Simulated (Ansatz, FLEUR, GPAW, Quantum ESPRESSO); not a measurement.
Ag: programs and potentials compared

```
Ag
1.0
     0.00000    2.04275    2.04275
     2.04275    0.00000    2.04275
     2.04275    2.04275    0.00000
Ag
1
Direct
  0.00000 0.00000 0.00000
```

Alike in all runs: task equation of state; functional PBE; k mesh 11 × 11 × 11; occupations fermi-dirac, width 0.05 eV; no spin polarisation; no spin-orbit coupling.

```tsv
program and potentials	plane-wave cutoff (eV)	notes	equilibrium volume (Å³/atom)	bulk modulus (GPa)
Ansatz, Ansatz PAW	420	-	17.80	89.7
Ansatz, SPMS NC	599	-	17.81	91.1
Quantum ESPRESSO, SG15 PBE 1.2	952	-	17.79	89.2
Quantum ESPRESSO, SSSP 1.3 efficiency PBE	816	-	17.77	89.4
Ansatz, PseudoDojo standard	1116	-	17.79	90.1
Quantum ESPRESSO, GBRV 1.5 PBE	612	-	17.83	90.5
FLEUR, all-electron, FLAPW	-	-	17.80	89.5
GPAW, GPAW PAW data sets (gpaw-data 1.2.1)	600	-	17.79	89.9
Quantum ESPRESSO, PseudoDojo 0.5 SR PBE stringent	1116	-	17.81	89.7
Ansatz, Ansatz NC	960	-	?	?
```

Estimate from the other rows what the run with Ansatz, Ansatz NC gave.

Equilibrium volume 17.80 Å³/atom; bulk modulus 89.6 GPa. The other rows, which needn't bracket it: equilibrium volume 17.77 to 17.83; bulk modulus 89.2 to 91.1.
